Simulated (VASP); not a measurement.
Set up this calculation in VASP 6.6.1, as the native input.

- Task: band structure
- Functional: HSE06
- Potentials or basis: VASP PAW PBE potentials, release 64 (As, Ga_d)
- Cutoff: 520 eV
- k mesh: 6 × 6 × 6
- Occupations: gaussian, width 0.02 eV
- Spin: no spin polarisation
- Ladder: gaps
- Grid for exact exchange (PRECFOCK): Fast
- Screening parameter: 0.2 1/A
- Further INCAR settings: ALGO = Normal; EDIFF = 1e-06; NBANDS = 16

GaAs:

```
As Ga
1.0
     0.00000    2.82685    2.82685
     2.82685    0.00000    2.82685
     2.82685    2.82685    0.00000
As Ga
1 1
Cartesian
  4.2403 4.2403 4.2403
  0.0000 0.0000 0.0000
```

These files were run (other wordings do the same):

POSCAR

```
GaAs
1.0
    0.0000000000      2.8268500000      2.8268500000
    2.8268500000      0.0000000000      2.8268500000
    2.8268500000      2.8268500000      0.0000000000
As Ga
1 1
Direct
    0.7500000000      0.7500000000      0.7500000000
    0.0000000000      0.0000000000      0.0000000000
```

INCAR.step1

```
ALGO     = Normal         # electronic algorithm
EDIFF    = 1E-5           # SCF threshold, eV
ENCUT    = 520            # plane-wave cutoff, eV
GGA      = PE             # functional
ISIF     = 2              # what is computed and relaxed
ISMEAR   = 0              # smearing method
KPAR     = 4            
LASPH    = T              # aspherical terms in the spheres
LCHARG   = F              # write CHGCAR
LREAL    = F              # projectors in reciprocal space
LWAVE    = T              # write WAVECAR
NBANDS   = 16             # bands
NELM     = 80             # most SCF steps
PREC     = Accurate       # precision mode
SIGMA    = 0.02           # smearing width, eV
```

INCAR.step2

```
ALGO     = Normal         # electronic algorithm
EDIFF    = 1E-6           # SCF threshold, eV
ENCUT    = 520            # plane-wave cutoff, eV
GGA      = PE             # functional
HFSCREEN = 0.2            # screening, 1/A
ISIF     = 2              # what is computed and relaxed
ISMEAR   = 0              # smearing method
ISTART   = 1            
KPAR     = 4            
LASPH    = T              # aspherical terms in the spheres
LCHARG   = F              # write CHGCAR
LHFCALC  = T              # exact exchange
LREAL    = F              # projectors in reciprocal space
LWAVE    = F              # write WAVECAR
NBANDS   = 16             # bands
NELM     = 80             # most SCF steps
PREC     = Accurate       # precision mode
PRECFOCK = Fast         
SIGMA    = 0.02           # smearing width, eV
```

KPOINTS

```
k-points
0
Gamma
  6 6 6
```

KPOINTS_OPT

```
path GXWKGLUWLK,UX
10
line-mode
reciprocal
 0.0000000000  0.0000000000  0.0000000000  G
 0.5000000000  0.0000000000  0.5000000000  X

 0.5000000000  0.0000000000  0.5000000000  X
 0.5000000000  0.2500000000  0.7500000000  W

 0.5000000000  0.2500000000  0.7500000000  W
 0.3750000000  0.3750000000  0.7500000000  K

 0.3750000000  0.3750000000  0.7500000000  K
 0.0000000000  0.0000000000  0.0000000000  G

 0.0000000000  0.0000000000  0.0000000000  G
 0.5000000000  0.5000000000  0.5000000000  L

 0.5000000000  0.5000000000  0.5000000000  L
 0.6250000000  0.2500000000  0.6250000000  U

 0.6250000000  0.2500000000  0.6250000000  U
 0.5000000000  0.2500000000  0.7500000000  W

 0.5000000000  0.2500000000  0.7500000000  W
 0.5000000000  0.5000000000  0.5000000000  L

 0.5000000000  0.5000000000  0.5000000000  L
 0.3750000000  0.3750000000  0.7500000000  K

 0.6250000000  0.2500000000  0.6250000000  U
 0.5000000000  0.0000000000  0.5000000000  X
```

Potentials or basis: VASP PAW PBE potentials, release 64 (As, Ga_d).

Run with:

```console
$ cat potpaw_PBE.64/As/POTCAR potpaw_PBE.64/Ga_d/POTCAR > POTCAR
$ cp INCAR.step1 INCAR
$ mpirun -np 4 vasp_std > vasp.out
$ cp INCAR.step2 INCAR
$ mpirun -np 4 vasp_std > vasp.out
```

It gave:

```json
{
 "Pressure": "1.0 GPa",
 "Band gap on the k mesh": "1.43 eV, direct",
 "Band gap along the path": "1.43 eV, direct"
}
```

Caveat: the PAW data sets were made with another functional, which shifts forces and pressure a little.

Wall time 36 min on 4 MPI ranks on Intel(R) Xeon(R) Platinum 8259CL CPU @ 2.50GHz (Skylake/Cascade Lake) (shared host), peak memory 0.36 GiB a rank.
